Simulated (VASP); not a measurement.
# SnO₂: optical spectrum of independent particles, by functional and spin-orbit coupling

SnO₂, I4_1/amd (no. 141), 6 atoms in the cell.

| Functional | Spin-orbit coupling | ε at zero frequency, electronic | Mean energy of the absorption, weighted by Im ε (eV) | Refractive index at 633 nm | Refractive index at 1064 nm | Direct gap on the mesh (eV) | Time (s) |
|---|---|---|---|---|---|---|---|
| PBE | no | 4.08 | 10.45 | 2.15 | 2.05 | 2.02 | 47 |
| LDA | no | 4.22 | 10.30 | 2.20 | 2.09 | 1.91 | 44 |
| PBEsol | no | 4.17 | 10.36 | 2.19 | 2.08 | 1.94 | 45 |
| r2SCAN | no | 3.58 | 11.12 | 1.95 | 1.91 | 2.70 | 254 |
| TB-mBJ | no | 2.92 | 12.27 | 1.74 | 1.72 | 3.99 | 325 |
| RPBE | no | 3.98 | 10.57 | 2.10 | 2.02 | 2.12 | 42 |
| PBE | yes | 4.08 | 10.45 | 2.15 | 2.05 | 2.02 | 178 |
| TB-mBJ | yes | 2.94 | 12.23 | 1.74 | 1.72 | 3.96 | 2304 |

Limits: rows 1, 2, 3, 4, 6, 7: the 6×6×6 mesh is coarse for a spectrum: peaks stand apart that a denser mesh merges, and ε at zero frequency can be far too high; rows 1, 2, 3, 4, 5, 6: spin-orbit coupling is left out, which can matter with atoms this heavy; the pull between electron and hole is left out; rows 1, 2, 3, 4, 6, 7: the onset follows the functional's gap, which semilocal functionals usually make too small; rows 5, 8: the 6×6×6 mesh is coarse for a spectrum: peaks stand apart that a denser mesh merges.

## Input of the first row

INCAR:
```
SYSTEM = SnO2
PREC     = Accurate       ! precision mode
ENCUT    = 460            ! plane-wave cutoff, eV
ISMEAR   = 0              ! smearing method
SIGMA    = 0.02           ! smearing width, eV
EDIFF    = 1E-7           ! SCF threshold, eV
LASPH    = .True.         ! aspherical terms in the spheres
KPAR     = 4            
LWAVE    = .True.         ! write WAVECAR
LCHARG   = .False.        ! write CHGCAR
LOPTICS  = .True.         ! frequency-dependent dielectric function
ALGO     = Normal         ! electronic algorithm
NBANDS   = 58             ! bands
NEDOS    = 2000           ! points of the DOS
CSHIFT   = 0.1          
GGA      = PE             ! functional
```

KPOINTS:
```
k-points
0
Gamma
  6 6 6
```

POSCAR:
```
SnO2
1.0
   -2.0000686112      2.0000686112      5.1236788559
    2.0000686112     -2.0000686112      5.1236788559
    2.0000686112      2.0000686112     -5.1236788559
Sn O
2 4
Direct
    0.0000000000      0.0000000000      0.0000000000
    0.7500000000      0.2500000000      0.5000000000
    0.5465225900      0.0465225900      0.5000000000
    0.2034774100      0.2034774100      0.0000000000
    0.9534774100      0.4534774100      0.5000000000
    0.7965225900      0.7965225900      0.0000000000
```

Commands:
```
cat potpaw_PBE.64/Sn_d/POTCAR potpaw_PBE.64/O/POTCAR > POTCAR
mpirun -np 4 vasp_std > vasp.out
```

Changes of row 7 against the first:
```
- NBANDS = 58
+ NBANDS = 116
+ LSORBIT = True
+ MAGMOM = 18*0
+ GGA_COMPAT = False
- vasp_std
+ vasp_ncl
```

VASP 6.6.1 took 47 s on 4 cores (AMD EPYC 9R45 (Zen 5)), a shared host.
